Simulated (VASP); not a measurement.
# Be (P6_3/mmc) in VASP: further runs

The runs below take Be through relaxation of cell and atoms, single point, with PBE, LDA.

Program: VASP 6.6.1. These are calculated values, not measurements. Logs are shortened: lines on timing, memory, paths and dates and some standing lists are left out, and cuts for length are marked.

### 1 Starting point

It takes space group P6_3/mmc (No. 194, hexagonal). Conventional cell: a = 2.287 Å, b = 2.287 Å, c = 3.583 Å, α = 90.00°, β = 90.00°, γ = 120.00°. Around Be (site symmetry -6m2) lie 12 Be at 2.23 to 2.29 Å.

### 2 Relaxation of cell and atoms, PBE

INCAR

```
PREC = Accurate
ENCUT = 600
EDIFF = 1E-6
ISMEAR = 1
SIGMA = 0.1
LREAL = False
LASPH = True
NELM = 120
ALGO = Normal
ISIF = 3
LWAVE = False
LCHARG = False
GGA = PE
IBRION = 2
NSW = 80
EDIFFG = -0.01
ISYM = 2
KPAR = 4
```

KPOINTS

```
regular mesh
0
Gamma
  22 22 12
```

POSCAR

```
Be
1.0
    2.2866000000      0.0000000000      0.0000000000
   -1.1433000000      1.9802536883      0.0000000000
    0.0000000000      0.0000000000      3.5833000000
Be
2
Direct
    0.3333333333      0.6666666667      0.2500000000
    0.6666666667      0.3333333333      0.7500000000
```

Potentials or basis: VASP PAW PBE potentials, release 64 (Be).

Launch:

```sh
$ cat potpaw_PBE.64/Be/POTCAR > POTCAR
$ mpirun -np 4 vasp_std > vasp.out
```

OUTCAR:

```text
PREC = Accurate
   ENCUT = 600
   EDIFF = 1E-6
   ISMEAR = 1
   LREAL = False
   LASPH = True
   NELM = 120
   ISIF = 3
   GGA = PE
   IBRION = 2
   NSW = 80
   EDIFFG = -0.01
   ISYM = 2

 ion  position               nearest neighbor table
   1  0.333  0.667  0.250-   2 2.23   2 2.23   2 2.23   2 2.23   2 2.23   2 2.23
   2  0.667  0.333  0.750-   1 2.23   1 2.23   1 2.23   1 2.23   1 2.23   1 2.23

  LATTYP: Found a hexagonal cell.
 ALAT       =     2.2866000000
 C/A-ratio  =     1.5670865040

  Lattice vectors:

 A1 = (   2.2866000000,   0.0000000000,   0.0000000000)
 A2 = (  -1.1433000000,   1.9802536883,   0.0000000000)
 A3 = (   0.0000000000,   0.0000000000,   3.5833000000)

Analysis of symmetry for initial positions (statically):
=====================================================================
 Subroutine PRICEL returns:
 Original cell was already a primitive cell.

 Routine SETGRP: Setting up the symmetry group for a
 hexagonal supercell.

 Subroutine GETGRP returns: Found 24 space group operations
 (whereof 12 operations were pure point group operations)
 out of a pool of 24 trial point group operations.

The static configuration has the point symmetry D_3d.
 The point group associated with its full space group is D_6h.

Analysis of symmetry for dynamics (positions and initial velocities):
=====================================================================
 Subroutine PRICEL returns:
 Original cell was already a primitive cell.

 Routine SETGRP: Setting up the symmetry group for a
 hexagonal supercell.

 Subroutine GETGRP returns: Found 24 space group operations
 (whereof 12 operations were pure point group operations)
 out of a pool of 24 trial point group operations.

The dynamic configuration has the point symmetry D_3d.
 The point group associated with its full space group is D_6h.

 Subroutine INISYM returns: Found 24 space group operations
 (whereof 12 operations are pure point group operations),
 and found     1 'primitive' translations

----------------------------------------------------------------------------------------

                                     Primitive cell

  volume of cell :      16.2254

  direct lattice vectors                    reciprocal lattice vectors
     2.286600000  0.000000000  0.000000000     0.437330534  0.252492902  0.000000000
    -1.143300000  1.980253688  0.000000000     0.000000000  0.504985804  0.000000000
     0.000000000  0.000000000  3.583300000     0.000000000  0.000000000  0.279072363

  length of vectors
     2.286600000  2.286600000  3.583300000     0.504985804  0.504985804  0.279072363

  position of ions in fractional coordinates (direct lattice)
     0.333333333  0.666666667  0.250000000
     0.666666667  0.333333333  0.750000000

  ion indices of the primitive-cell ions
   primitive index   ion index
                 1           1
                 2           2

----------------------------------------------------------------------------------------

 KPOINTS: regular mesh

Automatic generation of k-mesh.
 Grid dimensions read from file:
 generate k-points for:   22   22   12

 Generating k-lattice:

  Cartesian coordinates                     Fractional coordinates (reciprocal lattice)
     0.019878661  0.011476950  0.000000000     0.045454545  0.000000000  0.000000000
     0.000000000  0.022953900  0.000000000     0.000000000  0.045454545  0.000000000
     0.000000000  0.000000000  0.023256030     0.000000000  0.000000000  0.083333333

  Length of vectors
     0.022953900  0.022953900  0.023256030

  Shift w.r.t. Gamma in fractional coordinates (k-lattice)
     0.000000000  0.000000000  0.000000000

 Subroutine IBZKPT returns following result:
 ===========================================

 Found    364 irreducible k-points:

 Following reciprocal coordinates:
            Coordinates               Weight
  0.000000  0.000000  0.000000      1.000000
  0.045455  0.000000  0.000000      6.000000
  0.090909  0.000000  0.000000      6.000000
  0.136364  0.000000  0.000000      6.000000
  0.181818  0.000000  0.000000      6.000000
  0.227273  0.000000  0.000000      6.000000
[... 16 lines left out ...]
  0.090909  0.090909  0.000000      6.000000
  0.136364  0.090909  0.000000     12.000000
 [... further k-points ...]
   k-points           NKPTS =    364   k-points in BZ     NKDIM =    364   number of bands    NBANDS=      6
   number of dos      NEDOS =    301   number of ions     NIONS =      2
   total plane-waves  NPLWV =   9720
   dimension x,y,z NGX =    18 NGY =   18 NGZ =   30
   dimension x,y,z NGXF=    36 NGYF=   36 NGZF=   60
   ions per type =               2
   NGX,Y,Z   is equivalent  to a cutoff of  13.09, 13.09, 13.92 a.u.
   NGXF,Y,Z  is equivalent  to a cutoff of  26.17, 26.17, 27.84 a.u.
 SYSTEM =  unknown system
   PREC   = accura    normal or accurate (medium, high low for compatibility)
   ISTART =      0    job   : 0-new  1-cont  2-samecut
   ICHARG =      2    charge: 1-file 2-atom 10-const
   ISPIN  =      1    spin polarized calculation?
   LNONCOLLINEAR =      F non collinear calculations
   LSORBIT =      F    spin-orbit coupling
   LASPH  =      T    aspherical Exc in radial PAW
   ENCUT  =  600.0 eV  44.10 Ry    6.64 a.u.   4.57  4.57  7.16*2*pi/ulx,y,z
   NELM   =    120;   NELMIN=  2; NELMDL= -5     # of ELM steps
   EDIFF  = 0.1E-05   stopping-criterion for ELM
   LREAL  =      F    real-space projection
   EDIFFG = -.1E-01   stopping-criterion for IOM
   NSW    =     80    number of steps for IOM
   IBRION =      2    ionic relax: 0-MD 1-quasi-New 2-CG
   NFREE  =      1    steps in history (QN), initial steepest desc. (CG)
   ISIF   =      3    stress and relaxation
   ISYM   =      2    0-nonsym 1-usesym 2-fastsym
   POTIM  = 0.5000    time-step for ionic-motion
   TEBEG  =    0.0;   TEEND  =   0.0 temperature during run
   PSTRESS=    0.0 pullay stress
   NELECT =       4.0000    total number of electrons
   NUPDOWN=      -1.0000    fix difference up-down
   EMIN   =  10.00;   EMAX   =-10.00  energy-range for DOS
   EFERMI =   0.00;   METHOD = LEGACY
   ISMEAR =     1;   SIGMA  =   0.10  broadening in eV -4-tet -1-fermi 0-gaus
   EFERMI_NEDOS =   21; number of points for ismear=-14 and -15
   IALGO  =     38    algorithm
   IMIX   =      4    mixing-type and parameters
     AMIX     =   0.40;   BMIX     =  1.00
     AMIX_MAG =   1.60;   BMIX_MAG =  1.00
  volume/ion in A,a.u.               =       8.11        54.75
  Fermi-wavevector in a.u.,A,eV,Ry     =   1.026511  1.939824 14.336785  1.053724
  Thomas-Fermi vector in A             =   2.160407
   LORBIT       =      0    0 simple, 1 ext, 2 COOP (PROOUT), +10 PAW based schemes
   GGA     = PE    functional components
   LHFCALC =     F    Hartree Fock is set to
   AEXX    =    0.0000 exact exchange contribution
   IVDW    =     0    specifies the selected vdW correction
   LEPSILON=     F    determine dielectric tensor
   LRPA    =     F    only Hartree local field effects (RPA)
 conjugate gradient relaxation of ions
 non-spin polarized calculation
 Methfessel and Paxton  Order N= 1 SIGMA  =   0.10
  energy-cutoff  :      600.00
  volume of cell :       16.23
 maximum number of plane-waves:       556
   NGX =  9   NGY =  9   NGZ = 15

--------------------------------------- Ionic step        1  -------------------------------------------

 number of electron       4.0000000 magnetization

 Free energy of the ion-electron system (eV)
  ---------------------------------------------------
  ext. energy  EPLUGINS =         0.00000000
  ---------------------------------------------------
  free energy    TOTEN  =        -7.53055818 eV

  energy without entropy =       -7.53065067  energy(sigma->0) =       -7.53058901

------------------------ aborting loop because EDIFF is reached ----------------------------------------

  FORCE on cell =-STRESS in cart. coord.  units (eV):
  Direction    XX          YY          ZZ          XY          YZ          ZX
  --------------------------------------------------------------------------------------
  -------------------------------------------------------------------------------------
  Total       -0.3617034     -0.3617034     -0.1437290      0.0000000      0.0000000      0.0000000
  in kB      -35.7165050    -35.7165050    -14.1925653      0.0000000      0.0000000      0.0000000
  external PRESSURE =     -28.5418585 kB  Pullay stress =       0.0000000 kB
[... 129 lines left out ...]
  energy  without entropy=       -7.5347146418  energy(sigma->0) =       -7.53470788

--------------------------------------- Ionic step        5  -------------------------------------------

 number of electron       4.0000000 magnetization

 Free energy of the ion-electron system (eV)
  ---------------------------------------------------
  ext. energy  EPLUGINS =         0.00000000
  ---------------------------------------------------
  free energy    TOTEN  =        -7.53471852 eV

  energy without entropy =       -7.53472014  energy(sigma->0) =       -7.53471906

 E-fermi :   7.2121     XC(G=0): -10.6037

 val. band max:        7.1910134528   @ k =   0.2727   0.2727   0.0833
 cond. band min:       7.2491658068   @ k =   0.2273   0.1818   0.0000
 fundamental gap:      0.0581523540
 Fermi energy:         7.2121111113

 k-point     1 :       0.0000    0.0000    0.0000
  band No.  band energies     occupation
      1      -4.3280      2.00000
      2       2.5571      2.00000
      3       8.0855     -0.00000
      4      23.0616      0.00000
      5      23.0616      0.00000
      6      25.8931      0.00000

 k-point     2 :       0.0455    0.0000    0.0000
  band No.  band energies     occupation
      1      -4.2685      2.00000
      2       2.6351      2.00000
      3       8.1037     -0.00000
      4      22.5544      0.00000
      5      22.6690      0.00000
      6      25.8988      0.00000
[... 190 lines left out ...]
 k-point    24 :       0.1364    0.0909    0.0000
  band No.  band energies     occupation
      1      -3.1955      2.00000
      2       4.0342      2.00000
      3       8.3607     -0.00000
      4      17.4271      0.00000
      5      18.6885      0.00000
      6      25.2275      0.00000

 [... further k-points ...]
[... 5 lines left out ...]
  --------------------------------------------------------------------------------------
  -------------------------------------------------------------------------------------
  Total        0.0048012      0.0048012      0.0048808      0.0000000      0.0000000      0.0000000
  in kB        0.4861900      0.4861900      0.4942515      0.0000000      0.0000000      0.0000000
  external PRESSURE =       0.4888771 kB  Pullay stress =       0.0000000 kB
[... 17 lines left out ...]
  FREE ENERGIE OF THE ION-ELECTRON SYSTEM (eV)
  ---------------------------------------------------
  free  energy   TOTEN  =        -7.5347185221 eV

  energy  without entropy=       -7.5347201361  energy(sigma->0) =       -7.53471906

 reached required accuracy - stopping structural energy minimisation
```

Run time: 20 s. Hardware: 4 MPI ranks of Intel Xeon Platinum 8488C (Sapphire Rapids), shared host; peak memory 0.14 GiB.

What came out:

```
Free energy                            : -7.5347 eV
Relaxed volume                         : 7.91 Å³/atom
Relaxed cell                           : a = 2.262 Å, b = 2.262 Å, c = 3.571 Å, α = 90.00°, β = 90.00°, γ = 120.00°
Space group after relaxing (to 0.05 Å) : P6_3/mmc (No. 194)
Energy gained by relaxing              : 2.1 meV/atom
Ionic steps                            : 5
Pressure after relaxing                : 0.0 GPa
Band gap on the k mesh                 : none (metal or under the smearing width)
```

The path:
```csv
step,energy change (eV),largest force (eV/Å),pressure (GPa),volume (Å³)
1,0.0000,0.0000,-2.85,16.23
2,-0.0040,0.0000,-0.44,15.89
3,-0.0041,0.0000,0.05,15.82
4,-0.0041,0.0000,0.11,15.82
5,-0.0042,0.0000,0.05,15.82
```

Final structure:
```
Be
1.0
     2.26189    0.00000    0.00000
    -1.13095    1.95885    0.00000
     0.00000    0.00000    3.57094
Be
2
Cartesian
  0.0000 1.3059 0.8927
  1.1309 0.6530 2.6782
```

Levels at points of the mesh, in eV from the Fermi level:
```
           k point  band 1  band 2  band 3  band 4  band 5  band 6
(0.00, 0.00, 0.00)  -11.54   -4.66    0.87   15.85   15.85   18.68
(0.50, 0.00, 0.00)   -5.19   -3.32    3.44    6.29    6.53    9.26
(0.00, 0.00, 0.50)   -9.38   -9.38   10.44   10.44   17.49   17.49
(0.50, 0.00, 0.50)   -3.81   -3.81    1.39    1.39   11.85   11.85
```

### 3 Single point, LDA

This run uses another cell than the first one, of 7.91 Å³/atom, 0.975 times its volume.

INCAR

```
SYSTEM = Be
PREC     = Accurate       ! precision mode
ENCUT    = 450            ! plane-wave cutoff, eV
EDIFF    = 1E-6           ! SCF threshold, eV
ISMEAR   = 1              ! smearing method
SIGMA    = 0.1            ! smearing width, eV
LREAL    = .FALSE.        ! projectors in reciprocal space
LASPH    = .TRUE.         ! aspherical terms in the spheres
NELM     = 120            ! most SCF steps
ALGO     = Normal         ! electronic algorithm
ISIF     = 2              ! what is computed and relaxed
LWAVE    = .FALSE.        ! write WAVECAR
LCHARG   = .FALSE.        ! write CHGCAR
NBANDS   = 9              ! bands
KPAR     = 4
```

KPOINTS

```
Automatic mesh
0
G
  22 22 12
  0 0 0
```

POSCAR

```
Be                                      
1.0
    2.2618905851      0.0000000000      0.0000000000
   -1.1309452926      1.9588547073      0.0000000000
    0.0000000000      0.0000000000      3.5709395564
  Be            
     2
Direct
     0.3333333332999970    0.6666666667000030    0.2500000000000000
     0.6666666667000030    0.3333333332999970    0.7500000000000000
```

Potentials or basis: VASP PAW LDA potentials, release 64 (Be).

Launch:

```sh
$ cat potpaw_LDA.64/Be/POTCAR > POTCAR
$ mpirun -np 4 vasp_std > vasp.out
```

It took 11 s on 4 MPI ranks of Intel Xeon Platinum 8488C (Sapphire Rapids), shared host; peak memory 0.13 GiB.

The run converged. Its results:

```yaml
Free_energy: -8.4086 eV
Pressure: -5.4 GPa
Band_gap_on_the_k_mesh: none (metal or under the smearing width)
```

Stress tensor (GPa, compression positive):
```
-5.34  0.00  0.00
 0.00 -5.34  0.00
 0.00  0.00 -5.46
```

Levels at points of the mesh, in eV from the Fermi level:
| k point | band 1 | band 2 | band 3 | band 4 | band 5 | band 6 | band 7 |
| --- | --- | --- | --- | --- | --- | --- | --- |
| (0.00, 0.00, 0.00) | -11.37 | -4.63 | 1.00 | 15.60 | 15.60 | 18.42 | 18.42 |
| (0.50, 0.00, 0.00) | -5.14 | -3.24 | 3.39 | 6.32 | 6.54 | 9.13 | 9.99 |
| (0.00, 0.00, 0.50) | -9.25 | -9.25 | 10.41 | 10.41 | 17.21 | 17.21 | 17.21 |
| (0.50, 0.00, 0.50) | -3.80 | -3.80 | 1.50 | 1.50 | 11.70 | 11.70 | 14.97 |
